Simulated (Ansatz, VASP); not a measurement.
Two plane-wave programs on Ru

The input INCAR:

```
PREC = Accurate
ENCUT = 520
EDIFF = 1E-7
ISMEAR = -1
SIGMA = 0.05
LREAL = F
LASPH = T
NELM = 60
ALGO = Normal
ISIF = 2
LWAVE = F
LCHARG = F
GGA = PS
NBANDS = 21
```

File KPOINTS:

```
regular mesh
0
Gamma
  11 11 6
```

The input POSCAR:

```
Ru
1.0
    2.7058000000      0.0000000000      0.0000000000
   -1.3529000000      2.3432915376      0.0000000000
    0.0000000000      0.0000000000      4.2819000000
Ru
2
Direct
    0.6723620000      0.3438460000      0.7451840000
    0.3215740000      0.6804310000      0.2436670000
```

File input.yaml:

```yaml
crystal:
  lattice:
    - [2.7058, 0.0, 0.0]
    - [-1.3529, 2.3432915376, 0.0]
    - [0.0, 0.0, 4.2819]
  atoms:
    - { symbol: Ru, position: [0.672362, 0.343846, 0.745184] }
    - { symbol: Ru, position: [0.321574, 0.680431, 0.243667] }
hamiltonian:
  xc: pbesol
  pseudopotentials: { kind: paw }
kpoints:
  mp_grid: { grid: [11, 11, 6] }
scf:
  occupations: { method: fermi_dirac, width: 0.05 }
output:
  forces: true
  stress: true
  eigenvalues: true
  write_density: true
  write_potential: true
  elf: true
  volumetric_format: npy
```

Change from the starting cell: atoms moved at random, drawn with an rms of 0.05 Å.

Alike in both runs: task single point; functional PBEsol; k mesh 11 × 11 × 6; occupations fermi-dirac, width 0.05 eV; no spin polarisation.

|  | VASP | Ansatz |
| --- | --- | --- |
| version | VASP 6.6.1 | Ansatz 0.2.0 |
| potentials or method | VASP PAW PBE potentials, release 64 (Ru_pv) | Ansatz PAW |
| plane-wave cutoff (eV) | 520 | 420 |
| valence electrons in the cell | 28 | 32 |

Ansatz gave:

* gap on the k mesh at the Fermi level (eV): none
* pressure (GPa): -6.1
* largest component of the traceless stress (GPa): 0.96
* rms of the force components (eV/Å): 0.200

Question: Which values does VASP return?

Answer: gap on the k mesh at the Fermi level (eV): none; pressure (GPa): -6.2; largest component of the traceless stress (GPa): 0.96; rms of the force components (eV/Å): 0.200.

Atom by atom the forces differ by 0.001 eV/Å (rms over components). A gap of «none» marks a metal or a gap that the smearing closes. The two sets of potentials don't hold the same shells in valence.

Caveats: the PAW data sets were made with another functional, which shifts forces and pressure a little (VASP); the PAW data sets come from PBE, with cores solved anew for the run's functional, which leaves a small shift of forces and pressure (Ansatz).
